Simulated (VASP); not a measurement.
# Li2 in VASP: notebook

Aim: see how the results for Li2 move with the level of theory and the settings. Levels: PBE+TS, PBE, vdW-DF2. Tasks: atomic charges, electron localisation function, relaxation of the atoms.

All numbers are computed with VASP 6.6.1; they aren't measurements. Logs are shortened: lines on timing, memory, paths and dates and some standing lists are left out, and cuts for length are marked.

**1. The molecule as given**

The cell holds a molecule in a box, 2 atoms: a = 9.000 Å, b = 9.000 Å, c = 12.000 Å, α = 90.00°, β = 90.00°, γ = 90.00°.

**2. Atomic charges, PBE+TS**

File INCAR:

```
PREC = Accurate
ENCUT = 520
EDIFF = 1E-7
ISMEAR = 0
SIGMA = 0.01
LREAL = F
LASPH = T
NELM = 80
ALGO = Normal
ISIF = 2
LWAVE = F
LCHARG = F
GGA = PE
IVDW = 2
LORBIT = 11
```

File KPOINTS:

```
Automatic mesh
0
Gamma
  1 1 1
```

File POSCAR:

```
Li
1.0
    9.0000000000      0.0000000000      0.0000000000
    0.0000000000      9.0000000000      0.0000000000
    0.0000000000      0.0000000000     12.0000000000
Li
2
Direct
    0.5014444400      0.5023333300      0.3914625000
    0.5014444400      0.5023333300      0.6142041700
```

Potentials or basis: VASP PAW PBE potentials, release 64 (Li_sv).

The run is started by

```console
> cat potpaw_PBE.64/Li_sv/POTCAR > POTCAR
> mpirun -np 1 vasp_gam > vasp.out
```

OUTCAR:

```text
PREC = Accurate
   ENCUT = 520
   EDIFF = 1E-7
   ISMEAR = 0
   LREAL = F
   LASPH = T
   NELM = 80
   ISIF = 2
   GGA = PE
   IVDW = 2
   LORBIT = 11
  IVDW =   2

 ion  position               nearest neighbor table
   1  0.501  0.502  0.391-
   2  0.501  0.502  0.614-

  LATTYP: Found a simple tetragonal cell.
 ALAT       =     9.0000000000
 C/A-ratio  =     1.3333333333

  Lattice vectors:

 A1 = (   9.0000000000,   0.0000000000,   0.0000000000)
 A2 = (   0.0000000000,   9.0000000000,   0.0000000000)
 A3 = (   0.0000000000,   0.0000000000,  12.0000000000)

Analysis of symmetry for initial positions (statically):
=====================================================================
 Subroutine PRICEL returns:
 Original cell was already a primitive cell.

 Routine SETGRP: Setting up the symmetry group for a
 simple tetragonal supercell.

 Subroutine GETGRP returns: Found 16 space group operations
 (whereof  1 operations were pure point group operations)
 out of a pool of 16 trial point group operations.

The static configuration has the point symmetry C_1 .
 The point group associated with its full space group is D_4h.

Analysis of symmetry for dynamics (positions and initial velocities):
=====================================================================
 Subroutine PRICEL returns:
 Original cell was already a primitive cell.

 Routine SETGRP: Setting up the symmetry group for a
 simple tetragonal supercell.

 Subroutine GETGRP returns: Found 16 space group operations
 (whereof  1 operations were pure point group operations)
 out of a pool of 16 trial point group operations.

The dynamic configuration has the point symmetry C_1 .
 The point group associated with its full space group is D_4h.

 Subroutine INISYM returns: Found 16 space group operations
 (whereof  1 operations are pure point group operations),
 and found     1 'primitive' translations

----------------------------------------------------------------------------------------

                                     Primitive cell

  volume of cell :     972.0000

  direct lattice vectors                    reciprocal lattice vectors
     9.000000000  0.000000000  0.000000000     0.111111111  0.000000000  0.000000000
[... 67 lines left out ...]
   NFREE  =      0    steps in history (QN), initial steepest desc. (CG)
   ISIF   =      2    stress and relaxation
   ISYM   =      2    0-nonsym 1-usesym 2-fastsym
   POTIM  = 0.5000    time-step for ionic-motion
   TEBEG  =    0.0;   TEEND  =   0.0 temperature during run
   PSTRESS=    0.0 pullay stress
   NELECT =       6.0000    total number of electrons
   NUPDOWN=      -1.0000    fix difference up-down
   EMIN   =  10.00;   EMAX   =-10.00  energy-range for DOS
   EFERMI =   0.00;   METHOD = LEGACY
   ISMEAR =     0;   SIGMA  =   0.01  broadening in eV -4-tet -1-fermi 0-gaus
   EFERMI_NEDOS =   21; number of points for ismear=-14 and -15
   IALGO  =     38    algorithm
   IMIX   =      4    mixing-type and parameters
     AMIX     =   0.40;   BMIX     =  1.00
     AMIX_MAG =   1.60;   BMIX_MAG =  1.00
  volume/ion in A,a.u.               =     486.00      3279.69
  Fermi-wavevector in a.u.,A,eV,Ry     =   0.300310  0.567504  1.227057  0.090186
  Thomas-Fermi vector in A             =   1.168527
   LORBIT       =     11    0 simple, 1 ext, 2 COOP (PROOUT), +10 PAW based schemes
   GGA     = PE    functional components
   LHFCALC =     F    Hartree Fock is set to
   AEXX    =    0.0000 exact exchange contribution
   IVDW    =     2    specifies the selected vdW correction
   LEPSILON=     F    determine dielectric tensor
   LRPA    =     F    only Hartree local field effects (RPA)
 non-spin polarized calculation
 Gauss-broadening in eV      SIGMA  =   0.01
  energy-cutoff  :      520.00
  volume of cell :      972.00
 maximum number of plane-waves:     13093
 NGX is ok and might be reduce to    70
   NGX = 33   NGY = 33   NGZ = 45

 number of electron       6.0000008 magnetization

 Free energy of the ion-electron system (eV)
  ---------------------------------------------------
  ext. energy  EPLUGINS =         0.00000000
  ---------------------------------------------------
  free energy    TOTEN  =        -1.51846342 eV

  energy without entropy =       -1.51846342  energy(sigma->0) =       -1.51846342

 E-fermi :  -2.9969     XC(G=0):  -1.5017

 val. band max:       -3.0794851738   @ k =   0.0000   0.0000   0.0000
 cond. band min:      -1.6022649577   @ k =   0.0000   0.0000   0.0000
 fundamental gap:      1.4772202161
 Fermi energy:        -2.9969382932

 k-point     1 :       0.0000    0.0000    0.0000
  band No.  band energies     occupation
      1     -50.8213      2.00000
      2     -50.8096      2.00000
      3      -3.0795      2.00000
      4      -1.6023      0.00000
      5      -0.9761      0.00000
      6      -0.9761      0.00000
      7      -0.9653      0.00000

------------------------ aborting loop because EDIFF is reached ----------------------------------------

  Hirshfeld charges:
            ion         q(e)
   ------------------------------
      1     Li       0.00000014
      2     Li      -0.00000014

  Tkatchenko/Scheffler method for vdW energy calculation

  Number of pair interactions contributing to vdW energy:    1620

  Edisp (eV):   -0.01760

  FORCE on cell =-STRESS in cart. coord.  units (eV):
  Direction    XX          YY          ZZ          XY          YZ          ZX
  --------------------------------------------------------------------------------------
  -------------------------------------------------------------------------------------
  Total      -0.31971    -0.31971     0.17839     0.00000     0.00000     0.00000
  in kB      -0.52699    -0.52699     0.29404     0.00000     0.00000     0.00000
  external pressure =       -0.25 kB  Pullay stress =        0.00 kB

 VOLUME and BASIS-vectors are now :
 -----------------------------------------------------------------------------
  energy-cutoff  :      520.00
  volume of cell :      972.00
      direct lattice vectors                 reciprocal lattice vectors
     9.000000000  0.000000000  0.000000000     0.111111111  0.000000000  0.000000000
     0.000000000  9.000000000  0.000000000     0.000000000  0.111111111  0.000000000
     0.000000000  0.000000000 12.000000000     0.000000000  0.000000000  0.083333333

 POSITION                                       TOTAL-FORCE (eV/Angst)
 -----------------------------------------------------------------------------------
      4.51300      4.52100      4.69755         0.000000      0.000000     -0.114173
      4.51300      4.52100      7.37045         0.000000      0.000000      0.114173
 -----------------------------------------------------------------------------------
    total drift:                               -0.000070     -0.000061     -0.000007

  FREE ENERGIE OF THE ION-ELECTRON SYSTEM (eV)
  ---------------------------------------------------
  free  energy   TOTEN  =        -1.5360632197 eV

  energy  without entropy=       -1.5360632197  energy(sigma->0) =       -1.53606322

 total charge

# of ion       s       p       d       tot
------------------------------------------
    1        2.043   0.005   0.000   2.047
    2        2.043   0.005   0.000   2.047
--------------------------------------------------
tot          4.085   0.009   0.000   4.095
```

OSZICAR:

```text
N       E                     dE             d eps       ncg     rms          rms(c)
DAV:   1     0.856325890140E+01    0.85633E+01   -0.29377E+03    21   0.469E+02
DAV:   2     0.841959105778E+00   -0.77213E+01   -0.77213E+01    28   0.575E+01
DAV:   3    -0.144351503039E+01   -0.22855E+01   -0.22855E+01    28   0.492E+01
[... 14 lines left out ...]
DAV:  18    -0.151846167176E+01   -0.92903E-06   -0.21064E-06    14   0.120E-02    0.167E-03
DAV:  19    -0.151846286457E+01   -0.11928E-05   -0.12281E-06    14   0.580E-03    0.810E-04
DAV:  20    -0.151846322229E+01   -0.35772E-06   -0.22480E-07    14   0.280E-03    0.377E-04
DAV:  21    -0.151846335789E+01   -0.13560E-06   -0.24885E-07    14   0.281E-03    0.213E-04
DAV:  22    -0.151846341821E+01   -0.60323E-07   -0.47592E-08    21   0.151E-03
   1 F= -.15360632E+01 E0= -.15360632E+01  d E =-.144096E-31
```

stdout:

```text
POSCAR found type information on POSCAR Li
 POSCAR found :  1 types and       2 ions
 scaLAPACK will be used
 LDA part: xc-table for (Slater+PW92), standard interpolation
 POSCAR, INCAR and KPOINTS ok, starting setup
 FFT: planning ... GRIDC
 FFT: planning ... GRID_SOFT
 FFT: planning ... GRID
 WAVECAR not read
 entering main loop
 augmentation electrons   5.99708874110087
 total        electrons   5.99708874110087
 augmentation electrons   1.77917090397274
 soft         electrons   4.21791859326268
 total        electrons   5.99708949723542
 translations:           1           1           1
```

Wall time 86 s (1 thread of Intel Xeon Platinum 8375C at 2.90GHz (Ice Lake), shared host); peak memory 0.8 GiB.

What came out:

```yaml
Free_energy: -1.5361 eV
Largest_force: 0.114 eV/Å
Gap_between_the_frontier_levels: 1.48 eV
Valence_electrons_inside_the_program's_atomic_spheres: Li 2.05
Dispersion_energy_per_atom: -0.009 eV
```

Forces in eV/Å, atoms in the order of the input:
```
Li   0.000  0.000 -0.114
Li   0.000  0.000  0.114
```

Levels at points of the mesh, in eV from the valence-band top:
```tsv
k point	band 1	band 2	band 3	band 4	band 5	band 6	band 7
(0.00, 0.00, 0.00)	-47.74	-47.73	0.00	1.48	2.10	2.10	2.11
```

Caveat: the cutoff is under 1.25 times the usual one of these potentials, so pressure, stress and relaxed cells hold a basis-set (Pulay) error. Expect the measured gap to be larger: semilocal functionals such as PBE lack the derivative discontinuity.

**3. Electron localisation function, PBE**

File INCAR:

```
SYSTEM = Li
PREC = Accurate
ENCUT = 520
EDIFF = 1E-7
ISMEAR = 0
SIGMA = 0.01
LREAL = .False.
LASPH = .True.
NELM = 60
ALGO = Fast
ISIF = 2
LWAVE = .False.
LCHARG = .True.
GGA = PE
LELF = .True.
```

File KPOINTS:

```
Automatic mesh
0
Gamma
  1 1 1
  0 0 0
```

POSCAR is that of step 2.

Potentials or basis: VASP PAW PBE potentials, release 64 (Li_sv).

The run is started by

```console
> cat potpaw_PBE.64/Li_sv/POTCAR > POTCAR
> mpirun -np 1 vasp_gam > vasp.out
```

OUTCAR:

```text
SYSTEM = Li
   PREC = Accurate
   ENCUT = 520
   EDIFF = 1E-7
   ISMEAR = 0
   LREAL = .False.
   LASPH = .True.
   NELM = 60
   ISIF = 2
   GGA = PE

 ion  position               nearest neighbor table
   1  0.501  0.502  0.391-
   2  0.501  0.502  0.614-

  LATTYP: Found a simple tetragonal cell.
 ALAT       =     9.0000000000
 C/A-ratio  =     1.3333333333

  Lattice vectors:

 A1 = (   9.0000000000,   0.0000000000,   0.0000000000)
 A2 = (   0.0000000000,   9.0000000000,   0.0000000000)
 A3 = (   0.0000000000,   0.0000000000,  12.0000000000)

Analysis of symmetry for initial positions (statically):
=====================================================================
 Subroutine PRICEL returns:
 Original cell was already a primitive cell.

 Routine SETGRP: Setting up the symmetry group for a
 simple tetragonal supercell.

 Subroutine GETGRP returns: Found 16 space group operations
 (whereof  1 operations were pure point group operations)
 out of a pool of 16 trial point group operations.

The static configuration has the point symmetry C_1 .
 The point group associated with its full space group is D_4h.

Analysis of symmetry for dynamics (positions and initial velocities):
=====================================================================
 Subroutine PRICEL returns:
 Original cell was already a primitive cell.

 Routine SETGRP: Setting up the symmetry group for a
 simple tetragonal supercell.

 Subroutine GETGRP returns: Found 16 space group operations
 (whereof  1 operations were pure point group operations)
 out of a pool of 16 trial point group operations.

The dynamic configuration has the point symmetry C_1 .
 The point group associated with its full space group is D_4h.

 Subroutine INISYM returns: Found 16 space group operations
 (whereof  1 operations are pure point group operations),
 and found     1 'primitive' translations

[... 87 lines left out ...]
   IALGO  =     68    algorithm
   IMIX   =      4    mixing-type and parameters
     AMIX     =   0.40;   BMIX     =  1.00
     AMIX_MAG =   1.60;   BMIX_MAG =  1.00
  volume/ion in A,a.u.               =     486.00      3279.69
  Fermi-wavevector in a.u.,A,eV,Ry     =   0.300310  0.567504  1.227057  0.090186
  Thomas-Fermi vector in A             =   1.168527
   LORBIT       =      0    0 simple, 1 ext, 2 COOP (PROOUT), +10 PAW based schemes
   GGA     = PE    functional components
   LHFCALC =     F    Hartree Fock is set to
   AEXX    =    0.0000 exact exchange contribution
   IVDW    =     0    specifies the selected vdW correction
   LEPSILON=     F    determine dielectric tensor
   LRPA    =     F    only Hartree local field effects (RPA)
 non-spin polarized calculation
 RMM-DIIS sequential band-by-band and
 Gauss-broadening in eV      SIGMA  =   0.01
  energy-cutoff  :      520.00
  volume of cell :      972.00
 maximum number of plane-waves:     13093
 NGX is ok and might be reduce to    70
   NGX = 33   NGY = 33   NGZ = 45

 number of electron       6.0000008 magnetization

 Free energy of the ion-electron system (eV)
  ---------------------------------------------------
  ext. energy  EPLUGINS =         0.00000000
  ---------------------------------------------------
  free energy    TOTEN  =        -1.51846315 eV

  energy without entropy =       -1.51846315  energy(sigma->0) =       -1.51846315

 E-fermi :  -2.9968     XC(G=0):  -1.5016

 val. band max:       -3.0792858346   @ k =   0.0000   0.0000   0.0000
 cond. band min:      -1.6021707963   @ k =   0.0000   0.0000   0.0000
 fundamental gap:      1.4771150383
 Fermi energy:        -2.9967740300

 k-point     1 :       0.0000    0.0000    0.0000
  band No.  band energies     occupation
      1     -50.8206      2.00000
      2     -50.8090      2.00000
      3      -3.0793      2.00000
      4      -1.6022      0.00000
      5      -0.9759      0.00000
      6      -0.9759      0.00000
      7      -0.9652      0.00000

------------------------ aborting loop because EDIFF is reached ----------------------------------------

  FORCE on cell =-STRESS in cart. coord.  units (eV):
  Direction    XX          YY          ZZ          XY          YZ          ZX
  --------------------------------------------------------------------------------------
  -------------------------------------------------------------------------------------
  Total       -0.2832043     -0.2832043      0.1810654      0.0000000      0.0000000     -0.0000000
  in kB       -0.4668143     -0.4668143      0.2984557      0.0000000      0.0000000     -0.0000000
  external PRESSURE =      -0.2117243 kB  Pullay stress =       0.0000000 kB

 VOLUME and BASIS-vectors are now :
 -----------------------------------------------------------------------------
  energy-cutoff  :      520.00
  volume of cell :      972.00
      direct lattice vectors                 reciprocal lattice vectors
     9.000000000  0.000000000  0.000000000     0.111111111  0.000000000  0.000000000
     0.000000000  9.000000000  0.000000000     0.000000000  0.111111111  0.000000000
     0.000000000  0.000000000 12.000000000     0.000000000  0.000000000  0.083333333

 POSITION                                       TOTAL-FORCE (eV/Angst)
 -----------------------------------------------------------------------------------
      4.51300      4.52100      4.69755         0.000000      0.000000     -0.107998
      4.51300      4.52100      7.37045         0.000000      0.000000      0.107998
 -----------------------------------------------------------------------------------
    total drift:                               -0.000070     -0.000061     -0.000007

  FREE ENERGIE OF THE ION-ELECTRON SYSTEM (eV)
  ---------------------------------------------------
  free  energy   TOTEN  =        -1.5184631520 eV

  energy  without entropy=       -1.5184631520  energy(sigma->0) =       -1.51846315
```

stdout:

```text
POSCAR found type information on POSCAR Li
 POSCAR found :  1 types and       2 ions
 scaLAPACK will be used
 LDA part: xc-table for (Slater+PW92), standard interpolation
 POSCAR, INCAR and KPOINTS ok, starting setup
 FFT: planning ... GRIDC
 FFT: planning ... GRID_SOFT
 FFT: planning ... GRID
 WAVECAR not read
 entering main loop
```

Wall time 1.7 min (1 thread of Intel Xeon Platinum 8375C at 2.90GHz (Ice Lake), shared host); peak memory 0.76 GiB.

What came out:

```
Free energy                     : -1.5185 eV
Largest force                   : 0.108 eV/Å
Gap between the frontier levels : 1.48 eV
```

Forces on the atoms (eV/Å):
```
Li   0.000  0.000 -0.108
Li   0.000  0.000  0.108
```

Caveat: the cutoff is under 1.25 times the usual one of these potentials, so pressure, stress and relaxed cells hold a basis-set (Pulay) error.

**4. Relaxation of the atoms, vdW-DF2**

File INCAR:

```
SYSTEM = Li
AGGAC    = 0.0          
ALGO     = Normal         ! electronic algorithm
EDIFF    = 1E-6           ! SCF threshold, eV
EDIFFG   = -0.02          ! ionic threshold
ENCUT    = 520            ! plane-wave cutoff, eV
GGA      = ML             ! functional
IBRION   = 2              ! ionic algorithm
ISIF     = 2              ! what is computed and relaxed
ISMEAR   = 0              ! smearing method
LASPH    = .TRUE.         ! aspherical terms in the spheres
LCHARG   = .FALSE.        ! write CHGCAR
LREAL    = .FALSE.        ! projectors in reciprocal space
LUSE_VDW = .TRUE.       
LWAVE    = .FALSE.        ! write WAVECAR
NELM     = 60             ! most SCF steps
NSW      = 60             ! ionic steps
PREC     = Accurate       ! precision mode
SIGMA    = 0.01           ! smearing width, eV
ZAB_VDW  = -1.8867
```

File KPOINTS:

```
k-points
0
G
  1 1 1
  0 0 0
```

POSCAR is that of step 3.

The run is started by

```console
> cat potpaw_PBE.64/Li_sv/POTCAR > POTCAR
> mpirun -np 1 vasp_gam > vasp.out
```

Run time: 32 min. Hardware: 1 thread of Intel Xeon Platinum 8375C at 2.90GHz (Ice Lake), shared host; peak memory 2.7 GiB.

Results (log left out):

- Free energy: -0.1735 eV
- Energy gained by relaxing: 0.1 meV/atom
- Ionic steps: 3
- Largest force after relaxing: 0.013 eV/Å
- Gap between the frontier levels: 1.39 eV

Forces in eV/Å, atoms in the order of the input:
```
Li   0.000  0.000 -0.013
Li   0.000  0.000  0.013
```

Step by step:
```csv
step,energy change (eV),largest force (eV/Å),pressure (GPa)
1,0.0000,0.0315,-0.04
2,-0.0001,0.0270,-0.04
3,-0.0003,0.0129,-0.04
```

Final structure:
```xyz
2
Lattice="9.0000 0.0000 0.0000 0.0000 9.0000 0.0000 0.0000 0.0000 12.0000" Properties=species:S:1:pos:R:3 pbc="T T T"
Li    4.5130    4.5210    4.6915
Li    4.5130    4.5210    7.3765
```

Levels at points of the mesh, in eV from the valence-band top:
```tsv
k point	band 1	band 2	band 3	band 4	band 5	band 6	band 7
(0.00, 0.00, 0.00)	-48.81	-48.80	0.00	1.39	1.96	2.14	2.14
```

Caveat: the cutoff is under 1.25 times the usual one of these potentials, so pressure, stress and relaxed cells hold a basis-set (Pulay) error; the PAW data sets were made with another functional, which shifts forces and pressure a little.

**5. Overview**

| task | level | cell | gap on the mesh (eV) | largest force (eV/Å) |
| --- | --- | --- | --- | --- |
| atomic charges | PBE+TS | as given | 1.48 | 0.11 |
| electron localisation function | PBE | as given | 1.48 | 0.11 |
| relaxation of the atoms | vdW-DF2 | atoms relaxed | 1.39 | 0.01 |

Alike in all rows: potentials or basis VASP PAW PBE potentials, release 64 (Li_sv); no spin polarisation; k mesh 1 × 1 × 1; cutoff (eV) 520; smearing gaussian 0.01 eV.

Caveats: the cutoff is under 1.25 times the usual one of these potentials, so pressure, stress and relaxed cells hold a basis-set (Pulay) error; the PAW data sets were made with another functional, which shifts forces and pressure a little (some runs).

Total energies depend on the potentials used, so only differences within one code and one set of settings carry meaning.
